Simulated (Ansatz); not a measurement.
**Platinum, fcc under PBE: from relaxation to bulk modulus**

What does PBE give for platinum in the fcc structure? We relax it, solve it on a dense k-mesh, switch on spin-orbit coupling, then scale the cell to 7 volumes from 88 to 112 % of the relaxed one and try a fit of the equation of state. The k-meshes are 14×14×14 for the relaxation; 22×22×22 for the dense run; 14×14×14 for spin-orbit coupling; 22×22×22 for the volumes. The starting cell is the deposited one, from the Crystallography Open Database.

Program: Ansatz 0.2.0. Level of theory: DFT PBE, plane waves (420 eV) with PAW, scalar-relativistic. These are calculated values, not measurements.

## Step 1: Starting point

It takes space group Fm-3m (No. 225, cubic). The conventional cell has a = 3.923 Å, b = 3.923 Å, c = 3.923 Å, α = 90.00°, β = 90.00°, γ = 90.00°. Pt (site symmetry m-3m) is surrounded by 12 Pt at 2.77 Å.

Coordinates:

```cif
data_structure
_symmetry_space_group_name_H-M 'Fm-3m'
_symmetry_Int_Tables_number 225
_cell_length_a 3.9231
_cell_length_b 3.9231
_cell_length_c 3.9231
_cell_angle_alpha 90.000
_cell_angle_beta 90.000
_cell_angle_gamma 90.000
_cell_volume 60.38
loop_
_atom_site_label
_atom_site_type_symbol
_atom_site_symmetry_multiplicity
_atom_site_Wyckoff_symbol
_atom_site_fract_x
_atom_site_fract_y
_atom_site_fract_z
_atom_site_occupancy
Pt1 Pt 4 a 0.00000 0.00000 0.00000 1
```

## Step 2: Relaxation of the cell

Input file input.yaml:

```yaml
crystal:
  lattice:
    - [0.0, 1.96155, 1.96155]
    - [1.96155, 0.0, 1.96155]
    - [1.96155, 1.96155, 0.0]
  atoms:
    - { symbol: Pt, position: [0.0, 0.0, 0.0] }
hamiltonian:
  xc: pbe
  pseudopotentials:
    kind: paw
    azcp:
      Pt: "pseudopotentials/Pt.paw.azcp"
basis:
  ecutwfc: 420
  fft_grid_basis: typed
kpoints:
  mp_grid: { grid: [14, 14, 14], shift: [0, 0, 0] }
magnetization:
  spin_polarized: false
scf:
  occupations: { method: fermi_dirac, width: 0.1 }
relax:
  max_steps: 60
  f_tol: 0.01
  cell: {}
```

Log:

```text
Engine: ansatz 0.2.0, x86_64-unknown-linux-gnu
Pseudopotentials: kind: paw
Pseudopotential: Pt, paw, valence charge 18, recommended cutoff 420 eV (normal), <dir>
Functional definition: PBE
  parameter kappa = 0.804
  parameter beta = 0.06672455060314922
  exchange = pbe_x(kappa = kappa, mu = beta*pi^2/3)
  correlation = pbe_c(beta = beta)
Crystal: 1 atoms, lattice volume = 15.095 Å³
Basis set: ecut = 420 eV, 283 PW (Γ), exchange–correlation on 40×40×40 points (8 copies of the dense FFT grid, shifted against one another)
Bands: 13, of which v1, the nominal top of the filled ones, is band 9 counted from 1 (8 counted from 0)
Symmetry: 48 space group operations
Space group: Fm-3m (ITA 225), of the structure as read, at distance tolerance 2.5e-5 Å
k-points: 104 of 2744
Non-local potential: Pt, projectors of the file, l = 0: 3, l = 1: 2, l = 2: 2, l = 3: 1
PAW form: soft (Blöchl's): semilocal exchange-correlation on the pseudo side does not see the compensation charge
PAW one-centre angular grid: Pt, 590 points (default); XC on 64 Gauss nodes
Initial density: superposition of atomic densities (neutral atoms: chi_scale 0, normalization atom), corrected by the library's trained network
Initial wavefunctions: pseudopotential atomic-orbital guess
Functional: x = pbe(κ = 0.804, μ = 0.2195149727645171), c = pbe(β = 0.06672455060314922)
SCF iter   1: F=—  HF=-12523.032635 eV  |F-HF|=—  |Δ(HF+E_count)|=         —  Δρ=3.12e-3  dr2=2.05e-4  ethr=1.77e-3  ⟨swp⟩=4.9  Hψ=7444  notcnv=0
preconditioner: auto → none  [metal: Δε(μ)=0.004 eV  Ē_g=14.260 eV  σ=0.100 eV  W_gap=0.01  n_scr=8 (ndim 8)  ℏωp=30.2 eV  f_vac=0.000  D(μ)=1.61/eV (n_scr^D=14)  sad-step TF]
SCF iter   2: F=—  HF=-12523.032981 eV  |F-HF|=—  |Δ(HF+E_count)|=   3.46e-4  Δρ=1.74e-3  dr2=7.07e-5  ethr=1.14e-6  ⟨swp⟩=2.4  Hψ=3037  notcnv=0
SCF iter   3: F=—  HF=-12523.033172 eV  |F-HF|=—  |Δ(HF+E_count)|=   1.91e-4  Δρ=3.56e-4  dr2=1.90e-5  ethr=3.93e-7  ⟨swp⟩=2.0  Hψ=1894  notcnv=0
SCF iter   4: F=—  HF=-12523.033166 eV  |F-HF|=—  |Δ(HF+E_count)|=   5.72e-6  Δρ=1.03e-4  dr2=9.65e-7  ethr=1.06e-7  ⟨swp⟩=2.5  Hψ=1923  notcnv=0
iter 5 did not close the SCF: its close was put off for the readings that it lacked (scf_convergence_deferred on its scf_iter line)
SCF iter   5: F=-12523.033166 eV  HF=-12523.033166 eV  |F-HF|=1.16e-8  |Δ(HF+E_count)|=   2.00e-8  Δρ=2.74e-5  dr2=3.84e-8  ethr=5.36e-9  ⟨swp⟩=2.3  Hψ=1823  notcnv=0
SCF iter   6: F=-12523.033166 eV  HF=-12523.033166 eV  |F-HF|=6.00e-10  |Δ(HF+E_count)|=   2.08e-8  Δρ=3.08e-6  dr2=1.13e-9  ethr=2.13e-10  ⟨swp⟩=2.0  Hψ=4513  notcnv=0
SCF 1 converged in 6 iterations: F = -12523.033166 eV  dr2 = 1.13e-9
relax step   1: F+E_penalty+E_count = -12523.03316634 eV  Δ(F+E_penalty+E_count) = +0.000e0 eV  max|allowed force component| = 0.000e0 eV/Å  Δτ_max = 0.0000 Å  P = +10.034 GPa  Ω = 15.095 Å³  (6 SCF iters, dr2 threshold 1.00e-7 eV, accepted)
Crystal: 1 atoms, lattice volume = 16.638 Å³
Basis set: ecut = 420 eV, 331 PW (Γ), exchange–correlation on 40×40×40 points (8 copies of the dense FFT grid, shifted against one another)
Initial density: handed on by an earlier stage of this run
Initial wavefunctions: those handed on with the density
iter 1 solved again at ethr=3.52e-5 eV; its pass at ethr=3.10e-3 eV (dr2=6.33e-3 eV) is discarded
SCF iter   1: F=—  HF=-12523.009629 eV  |F-HF|=—  |Δ(HF+E_count)|=         —  Δρ=7.14e-3  dr2=6.46e-3  ethr=3.52e-5  ⟨swp⟩=1.0  Hψ=9279  notcnv=0
preconditioner: auto → none  [metal: Δε(μ)=0.032 eV  Ē_g=13.238 eV  σ=0.100 eV  W_gap=0.08  n_scr=8 (ndim 8)  ℏωp=28.8 eV  f_vac=0.000  D(μ)=1.87/eV (n_scr^D=26)]
SCF iter   2: F=—  HF=-12523.008433 eV  |F-HF|=—  |Δ(HF+E_count)|=   1.20e-3  Δρ=3.41e-3  dr2=7.11e-4  ethr=3.52e-5  ⟨swp⟩=2.0  Hψ=1830  notcnv=0
SCF iter   3: F=—  HF=-12523.008382 eV  |F-HF|=—  |Δ(HF+E_count)|=   5.17e-5  Δρ=1.39e-3  dr2=1.30e-4  ethr=3.95e-6  ⟨swp⟩=2.6  Hψ=2383  notcnv=0
SCF iter   4: F=—  HF=-12523.008396 eV  |F-HF|=—  |Δ(HF+E_count)|=   1.48e-5  Δρ=9.45e-5  dr2=3.77e-7  ethr=7.21e-7  ⟨swp⟩=1.4  Hψ=1522  notcnv=0
SCF iter   5: F=—  HF=-12523.008405 eV  |F-HF|=—  |Δ(HF+E_count)|=   9.05e-6  Δρ=1.63e-5  dr2=1.14e-8  ethr=5.56e-10  ⟨swp⟩=4.0  Hψ=4257  notcnv=0
SCF iter   6: F=-12523.008405 eV  HF=-12523.008405 eV  |F-HF|=4.18e-11  |Δ(HF+E_count)|=   4.23e-9  Δρ=1.72e-6  dr2=1.61e-10  ethr=6.32e-11  ⟨swp⟩=1.0  Hψ=4094  notcnv=0
SCF 2 converged in 6 iterations: F = -12523.008405 eV  dr2 = 1.61e-10
relax step   2: F+E_penalty+E_count = -12523.00840531 eV  Δ(F+E_penalty+E_count) = +2.476e-2 eV  max|allowed force component| = 0.000e0 eV/Å  Δτ_max = 0.0000 Å  P = -12.618 GPa  Ω = 16.638 Å³  energy of the carried Pulay correction = -7.125e-4 eV  (6 SCF iters, dr2 threshold 1.00e-7 eV, rejected (line search))
Crystal: 1 atoms, lattice volume = 15.742 Å³
iter 1 solved again at ethr=1.20e-5 eV; its pass at ethr=3.10e-3 eV (dr2=2.15e-3 eV) is discarded
SCF iter   1: F=—  HF=-12523.050073 eV  |F-HF|=—  |Δ(HF+E_count)|=         —  Δρ=4.20e-3  dr2=2.13e-3  ethr=1.20e-5  ⟨swp⟩=1.0  Hψ=9426  notcnv=0
preconditioner: auto → none  [metal: Δε(μ)=0.035 eV  Ē_g=13.788 eV  σ=0.100 eV  W_gap=0.09  n_scr=8 (ndim 8)  ℏωp=29.6 eV  f_vac=0.000  D(μ)=1.71/eV (n_scr^D=14)]
SCF iter   2: F=—  HF=-12523.049609 eV  |F-HF|=—  |Δ(HF+E_count)|=   4.64e-4  Δρ=1.89e-3  dr2=1.97e-4  ethr=1.18e-5  ⟨swp⟩=2.0  Hψ=1839  notcnv=0
SCF iter   3: F=—  HF=-12523.049589 eV  |F-HF|=—  |Δ(HF+E_count)|=   1.97e-5  Δρ=7.88e-4  dr2=3.55e-5  ethr=1.09e-6  ⟨swp⟩=2.3  Hψ=2338  notcnv=0
SCF iter   4: F=—  HF=-12523.049592 eV  |F-HF|=—  |Δ(HF+E_count)|=   3.14e-6  Δρ=4.67e-5  dr2=9.65e-8  ethr=1.97e-7  ⟨swp⟩=1.1  Hψ=1366  notcnv=0
SCF iter   5: F=—  HF=-12523.049592 eV  |F-HF|=—  |Δ(HF+E_count)|=   2.15e-7  Δρ=9.06e-6  dr2=4.08e-9  ethr=5.36e-10  ⟨swp⟩=2.1  Hψ=2241  notcnv=0
SCF iter   6: F=—  HF=-12523.049592 eV  |F-HF|=—  |Δ(HF+E_count)|=   1.54e-9  Δρ=1.40e-6  dr2=7.92e-11  ethr=2.26e-11  ⟨swp⟩=2.0  Hψ=2303  notcnv=0
SCF iter   7: F=-12523.049592 eV  HF=-12523.049592 eV  |F-HF|=1.82e-12  |Δ(HF+E_count)|=  2.73e-11  Δρ=1.70e-7  dr2=1.09e-12  ethr=1.00e-12  ⟨swp⟩=5.0  Hψ=5131  notcnv=0
SCF 3 converged in 7 iterations: F = -12523.049592 eV  dr2 = 1.09e-12
relax step   3: F+E_penalty+E_count = -12523.04959235 eV  Δ(F+E_penalty+E_count) = -1.643e-2 eV  max|allowed force component| = 0.000e0 eV/Å  Δτ_max = 0.0000 Å  P = -1.244 GPa  Ω = 15.742 Å³  energy of the carried Pulay correction = -3.073e-4 eV  (7 SCF iters, accepted)
Crystal: 1 atoms, lattice volume = 15.668 Å³
iter 1 solved again at ethr=5.91e-8 eV; its pass at ethr=3.10e-3 eV (dr2=1.06e-5 eV) is discarded
SCF iter   1: F=—  HF=-12523.049942 eV  |F-HF|=—  |Δ(HF+E_count)|=         —  Δρ=3.40e-4  dr2=1.28e-5  ethr=5.91e-8  ⟨swp⟩=2.0  Hψ=8620  notcnv=0
preconditioner: auto → none  [metal: Δε(μ)=0.035 eV  Ē_g=13.851 eV  σ=0.100 eV  W_gap=0.09  n_scr=8 (ndim 8)  ℏωp=29.7 eV  f_vac=0.000  D(μ)=1.71/eV (n_scr^D=14)]
SCF iter   2: F=—  HF=-12523.049939 eV  |F-HF|=—  |Δ(HF+E_count)|=   2.73e-6  Δρ=1.61e-4  dr2=1.37e-6  ethr=5.91e-8  ⟨swp⟩=2.0  Hψ=1861  notcnv=0
SCF iter   3: F=—  HF=-12523.049939 eV  |F-HF|=—  |Δ(HF+E_count)|=   5.42e-8  Δρ=6.50e-5  dr2=2.46e-7  ethr=7.64e-9  ⟨swp⟩=2.1  Hψ=2324  notcnv=0
SCF iter   4: F=-12523.049939 eV  HF=-12523.049939 eV  |F-HF|=4.60e-10  |Δ(HF+E_count)|=   3.59e-8  Δρ=4.12e-6  dr2=6.24e-10  ethr=5.56e-10  ⟨swp⟩=4.0  Hψ=3915  notcnv=0
SCF 4 converged in 4 iterations: F = -12523.049939 eV  dr2 = 6.24e-10
relax step   4: F+E_penalty+E_count = -12523.04993899 eV  Δ(F+E_penalty+E_count) = -3.466e-4 eV  max|allowed force component| = 0.000e0 eV/Å  Δτ_max = 0.0000 Å  P = -0.100 GPa  Ω = 15.668 Å³  energy of the carried Pulay correction = -2.727e-4 eV  (4 SCF iters, dr2 threshold 1.00e-7 eV, accepted)
Crystal: 1 atoms, lattice volume = 15.661 Å³
iter 1 solved again at ethr=4.20e-10 eV; its pass at ethr=3.10e-3 eV (dr2=7.56e-8 eV) is discarded
SCF iter   1: F=—  HF=-12523.049944 eV  |F-HF|=—  |Δ(HF+E_count)|=         —  Δρ=3.02e-5  dr2=9.39e-8  ethr=4.20e-10  ⟨swp⟩=2.0  Hψ=8618  notcnv=0
preconditioner: auto → none  [metal: Δε(μ)=0.034 eV  Ē_g=13.856 eV  σ=0.100 eV  W_gap=0.09  n_scr=8 (ndim 8)  ℏωp=29.7 eV  f_vac=0.000  D(μ)=1.71/eV (n_scr^D=14)]
SCF iter   2: F=-12523.049944 eV  HF=-12523.049944 eV  |F-HF|=3.26e-10  |Δ(HF+E_count)|=   2.91e-7  Δρ=1.48e-5  dr2=1.11e-8  ethr=1.39e-10  ⟨swp⟩=2.7  Hψ=4716  notcnv=0
SCF 5 converged in 2 iterations: F = -12523.049944 eV  dr2 = 1.11e-8
relax step   5: F+E_penalty+E_count = -12523.04994398 eV  Δ(F+E_penalty+E_count) = -4.992e-6 eV  max|allowed force component| = 0.000e0 eV/Å  Δτ_max = 0.0000 Å  P = +0.001 GPa  Ω = 15.661 Å³  energy of the carried Pulay correction = -2.697e-4 eV  (2 SCF iters, dr2 threshold 2.50e-8 eV, accepted)
Initial wavefunctions: pseudopotential atomic-orbital guess (no wavefunctions were taken with the density)
iter 1 solved again at ethr=9.67e-9 eV; its pass at ethr=3.10e-3 eV (dr2=1.74e-6 eV) is discarded
SCF iter   1: F=—  HF=-12523.050186 eV  |F-HF|=—  |Δ(HF+E_count)|=         —  Δρ=1.27e-4  dr2=2.57e-7  ethr=9.67e-9  ⟨swp⟩=3.0  Hψ=10925  notcnv=0
SCF iter   2: F=—  HF=-12523.050187 eV  |F-HF|=—  |Δ(HF+E_count)|=   1.63e-6  Δρ=6.11e-5  dr2=5.28e-8  ethr=1.43e-9  ⟨swp⟩=2.0  Hψ=2299  notcnv=0
SCF iter   3: F=—  HF=-12523.050188 eV  |F-HF|=—  |Δ(HF+E_count)|=   6.46e-7  Δρ=8.01e-6  dr2=5.83e-9  ethr=2.94e-10  ⟨swp⟩=2.5  Hψ=2232  notcnv=0
SCF iter   4: F=—  HF=-12523.050188 eV  |F-HF|=—  |Δ(HF+E_count)|=   5.36e-9  Δρ=2.49e-6  dr2=1.77e-10  ethr=3.24e-11  ⟨swp⟩=2.4  Hψ=2080  notcnv=0
SCF iter   5: F=-12523.050188 eV  HF=-12523.050188 eV  |F-HF|=5.46e-12  |Δ(HF+E_count)|=  9.20e-10  Δρ=1.60e-7  dr2=9.14e-13  ethr=1.00e-12  ⟨swp⟩=3.2  Hψ=5703  notcnv=0
SCF 6 converged in 5 iterations: F = -12523.050188 eV  dr2 = 9.14e-13
relax step   6: F+E_penalty+E_count = -12523.05018779 eV  Δ(F+E_penalty+E_count) = -2.438e-4 eV  max|allowed force component| = 0.000e0 eV/Å  Δτ_max = 0.0000 Å  P = -0.015 GPa  Ω = 15.661 Å³  stress off target by 1.53e-2 GPa  SCF on the basis re-selected at this cell (its energy is not comparable with the rows above)  (5 SCF iters)
basis re-selected at this cell: Δ(F+E_penalty+E_count) = -2.438e-4 eV, ΔP = -0.016 GPa vs the last step (what re-selecting the basis moved, of the pressure what is left beyond the Pulay correction that the steps carried, after the strain that the cell walked since its last selection, with what the two solves' SCF thresholds leave and, on support functions, any second-order correction that the steps lacked; it is no measure of the basis error at this ecutwfc). This SCF's stress stands 1.53e-2 GPa from its target on what of the cell is left free (relax.cell.stress_tol is 5.00e-2 GPa) and its largest allowed force component is 0.00e0 eV/Å (relax.f_tol is 1.00e-2 eV/Å): within both
SCF converged after 5 iterations
Free energy (F): -12523.050188 eV
Harris-Foulkes:  -12523.050188 eV  (|F-HF|=5.46e-12)
Internal energy: -12522.995664 eV  (E = F + TS)
E sigma→0 (E₀):  -12523.022926 eV
Entropy (-TS):   -0.054524 eV (-54.524 meV/atom)
Fermi energy:    22.255543 eV
--- Per-component energies (eV) ---
  E_band       = -145.800157
  E_kinetic    = 636.989578
  E_local      = -1510.956465  (includes V_loc(G=0)·N_el)
  E_nonlocal   = 199.822700
  E_hartree    = 559.606733
  E_xc         = -261.585011
  E_vxc        = -302.579660  (∫ρ·V_xc dr)
  E_paw        = -9453.898842  (= ΣΔE_a)
  E_vpaw       = -288.289978  (= ΣTr[D̂ρ^β])
  E_aug_tail   = 0.000203  (compensation charges beyond the density's cutoff)
  E_ewald      = -2692.974561
  E_smearing   = -0.054524  (= −TS)
  E_closure    = -0.000000  (closes the sum)
  Σ components = -12523.050188   (vs F -12523.050188, Δ=0.00e0)
--- Forces (eV/Å), atoms counted from 1 ---
  atom   1  Pt    -0.00000000     0.00000000    -0.00000000
  max |Σ_I F_I| component: 9.86e-32 eV/Å
--- Stress (GPa, compression-positive) ---
       -0.015301      -0.000000      -0.000000
        0.000000      -0.015301      -0.000000
       -0.000000       0.000000      -0.015301
  P = ⅓ Tr σ = -0.0153 GPa (-0.153 kbar)
--- Relaxed structure (5 steps of the walk, 4 accepted, 1 SCFs on fresh bases) ---
  F+E_penalty+E_count = -12523.05018779 eV   max|allowed force component| = 0.000e0 eV/Å   (the final SCF, on the basis selected at the relaxed cell)
  cell:  # Å, volume = 15.6611 Å³
    - [-5.174988660709712e-35, 1.9857786782089712, 1.9857786782089712]
    - [1.9857786782089712, 2.2252446489711343e-34, 1.9857786782089712]
    - [1.9857786782089712, 1.9857786782089712, -3.224415114566739e-35]
  atoms:
    - { symbol: Pt, position: [0.0, 0.0, 0.0] }
```

It took 15 s on 1 thread of an x86-64 CPU, shared host; peak memory 0.52 GiB.

The steps of the relaxation:

```csv
step,energy change (meV/atom),largest force (eV/Å),pressure (GPa),volume (Å³/atom),accepted
1,0.00,0.0000,10.03,15.095,yes
2,24.76,0.0000,-12.62,16.638,no
3,-16.43,0.0000,-1.24,15.742,yes
4,-16.77,0.0000,-0.10,15.668,yes
5,-16.78,0.0000,0.00,15.661,yes
6,-17.02,0.0000,-0.02,15.661,yes
```

Steps that repeat a cell are solved on a basis chosen anew, so their changes of energy are no gain of the relaxation.

Changes in the cell that was computed:

|  | before | after | change |
| --- | --- | --- | --- |
| a (Å) | 2.774 | 2.808 | +1.2 % |
| b (Å) | 2.774 | 2.808 | +1.2 % |
| c (Å) | 2.774 | 2.808 | +1.2 % |
| volume (Å³/atom) | 15.095 | 15.661 | +3.8 % |
| shortest distance (Å) | 2.774 | 2.808 | +1.2 % |
| space group (spins left aside) | Fm-3m | Fm-3m | same |

## Step 3: Single point on a dense mesh

Input file input.yaml:

```yaml
crystal:
  lattice:
    - [0.0, 1.9857786782, 1.9857786782]
    - [1.9857786782, 0.0, 1.9857786782]
    - [1.9857786782, 1.9857786782, 0.0]
  atoms:
    - { symbol: Pt, position: [0.0, 0.0, 0.0] }
hamiltonian:
  xc: pbe
  pseudopotentials:
    kind: paw
    azcp:
      Pt: "pseudopotentials/Pt.paw.azcp"
basis:
  ecutwfc: 420
  fft_grid_basis: typed
kpoints:
  mp_grid: { grid: [22, 22, 22], shift: [0, 0, 0] }
magnetization:
  spin_polarized: false
scf:
  occupations: { method: fermi_dirac, width: 0.1 }
```

Log, shortened:

```text
[...]
[... 3 set-up lines as earlier in the session ...]
[...]
Crystal: 1 atoms, lattice volume = 15.661 Å³
Basis set: ecut = 420 eV, 331 PW (Γ)
Bands: 13, of which v1, the nominal top of the filled ones, is band 9 counted from 1 (8 counted from 0)
[... 2 set-up lines as earlier in the session ...]
k-points: 328 of 10648
[...]
SCF iter   1: F=—  HF=-12523.045340 eV  |F-HF|=—  |Δ(HF+E_count)|=         —  Δρ=3.03e-3  dr2=2.10e-4  ethr=1.77e-3  ⟨swp⟩=5.0  Hψ=23223  notcnv=0
[...]
SCF iter   6: F=-12523.045923 eV  HF=-12523.045923 eV  |F-HF|=1.18e-9  |Δ(HF+E_count)|=   6.55e-9  Δρ=4.17e-6  dr2=2.16e-9  ethr=1.47e-10  ⟨swp⟩=1.0  Hψ=11476  notcnv=0
[...]
SCF converged after 6 iterations
Free energy (F): -12523.045923 eV
[...]
E sigma→0 (E₀):  -12523.017838 eV
Entropy (-TS):   -0.056168 eV (-56.168 meV/atom)
Fermi energy:    22.261893 eV
[...]
```

It took 4.2 s on 1 thread of an x86-64 CPU, shared host; peak memory 0.53 GiB.

## Step 4: Spin-orbit coupling switched on

input.yaml: that of step 3 with these lines changed.

```diff
@@ -10,3 +10,3 @@
   pseudopotentials:
-    kind: paw
+    kind: paw_fr
     azcp:
@@ -17,5 +17,6 @@
 kpoints:
-  mp_grid: { grid: [22, 22, 22], shift: [0, 0, 0] }
+  mp_grid: { grid: [14, 14, 14], shift: [0, 0, 0] }
 magnetization:
-  spin_polarized: false
+  noncollinear: true
+  spin_orbit: true
 scf:
```

Log, shortened:

```text
[...]
Pseudopotentials: kind: paw_fr
Pseudopotential: Pt, paw_fr, valence charge 18, recommended cutoff 420 eV (normal), <dir>
[... 1 set-up line as earlier in the session ...]
[...]
non-collinear run that drives no moment, with spin-orbit: no starting moment large enough to seed its density (crystal.atoms[].spin), no starting occupations that ask for one, no magnetisation constraint and no magnetic field, so the semilocal B_xc is pinned to zero
Crystal: 1 atoms, lattice volume = 15.661 Å³
Basis set: ecut = 420 eV, 331 PW (Γ)
Bands: 26, of which v1, the nominal top of the filled ones, is band 18 counted from 1 (17 counted from 0)
Symmetry: 48 space group operations + 48 with time reversal
Magnetic group: BNS 225.117 (UNI 1619), of the structure as read, at distance tolerance 2.5e-5 Å
k-points: 104 of 2744
Projection manifold: j_resolved (fully-relativistic pseudo-atomic orbitals)
[...]
SCF iter   1: F=—  HF=-12558.025719 eV  |F-HF|=—  |Δ(HF+E_count)|=         —  Δρ=8.55e-2  dr2=1.11e0  dr2_m=0.00e0 (ungated)  ethr=3.10e-3  |M|=0.00e0 ∫|m|=0.00e0 μB  |m|>n=0.0e0 m-floor=0.0e0 τ_xc=0.0e0  β_m=0.30  ⟨swp⟩=5.7  Hψ=6086  notcnv=0  defer=68
[...]
SCF iter   7: F=-12557.679593 eV  HF=-12557.679593 eV  |F-HF|=3.82e-11  |Δ(HF+E_count)|=   2.06e-9  Δρ=1.57e-6  dr2=1.45e-10  dr2_m=0.00e0 (ungated)  ethr=7.07e-11  |M|=0.00e0 ∫|m|=0.00e0 μB  |m|>n=0.0e0 m-floor=0.0e0 τ_xc=0.0e0  ⟨swp⟩=1.0  Hψ=3530  notcnv=0
[...]
SCF converged after 7 iterations
Magnetization: |M| = 0.0000 μB,  M = (+0.0000, +0.0000, +0.0000) μB
Absolute magnetization: 0.0000 μB (∫|m|)
  site 0: m = (+0.0000, +0.0000, +0.0000) μB, |m| = 0.0000 μB  (R = 1.16 Å)
Free energy (F): -12557.679593 eV
[...]
E sigma→0 (E₀):  -12557.652694 eV
Entropy (-TS):   -0.053798 eV (-53.798 meV/atom)
Fermi energy:    22.355329 eV
[...]
```

It took 6.7 s on 1 thread of an x86-64 CPU, shared host; peak memory 0.48 GiB.

With and without spin-orbit coupling:

```
                          scalar-relativistic      with spin-orbit coupling
         k-mesh                      22×22×22                      14×14×14
gap on the mesh  none (levels filled in part)  none (levels filled in part)
```

The meshes differ, so small differences between the columns need not come from spin-orbit coupling.

## Step 5: The cell scaled to 88 % of its volume

Input file input.yaml:

```yaml
crystal:
  lattice:
    - [0.0, 1.9029398781, 1.9029398781]
    - [1.9029398781, 0.0, 1.9029398781]
    - [1.9029398781, 1.9029398781, 0.0]
  atoms:
    - { symbol: Pt, position: [0.0, 0.0, 0.0] }
hamiltonian:
  xc: pbe
  pseudopotentials:
    kind: paw
    azcp:
      Pt: "pseudopotentials/Pt.paw.azcp"
basis:
  ecutwfc: 420
  fft_grid_basis: typed
kpoints:
  mp_grid: { grid: [22, 22, 22], shift: [0, 0, 0] }
magnetization:
  spin_polarized: false
scf:
  occupations: { method: fermi_dirac, width: 0.1 }
output:
  stress: true
```

Log, shortened:

```text
[...]
[... 3 set-up lines as earlier in the session ...]
[...]
Crystal: 1 atoms, lattice volume = 13.782 Å³
Basis set: ecut = 420 eV, 283 PW (Γ)
Bands: 13, of which v1, the nominal top of the filled ones, is band 9 counted from 1 (8 counted from 0)
[... 1 set-up line as earlier in the session ...]
Space group: Fm-3m (ITA 225), of the structure as read, at distance tolerance 2.4e-5 Å
k-points: 328 of 10648
[...]
SCF iter   1: F=—  HF=-12522.816437 eV  |F-HF|=—  |Δ(HF+E_count)|=         —  Δρ=2.81e-3  dr2=1.56e-4  ethr=1.77e-3  ⟨swp⟩=5.0  Hψ=23650  notcnv=0
[...]
SCF iter   6: F=-12522.816731 eV  HF=-12522.816731 eV  |F-HF|=5.46e-11  |Δ(HF+E_count)|=   1.10e-8  Δρ=8.56e-7  dr2=6.61e-11  ethr=2.59e-10  ⟨swp⟩=2.3  Hψ=14108  notcnv=0
[...]
SCF converged after 6 iterations
Free energy (F): -12522.816731 eV
[...]
E sigma→0 (E₀):  -12522.793209 eV
Entropy (-TS):   -0.047044 eV (-47.044 meV/atom)
Fermi energy:    26.349536 eV
[...]
--- Stress (GPa, compression-positive) ---
       44.633590      -0.000000      -0.000000
       -0.000000      44.633590       0.000000
        0.000000       0.000000      44.633590
  P = ⅓ Tr σ = 44.6336 GPa (446.336 kbar)
```

It took 4.9 s on 1 thread of an x86-64 CPU, shared host; peak memory 0.54 GiB.

[end of part 1 of 2]
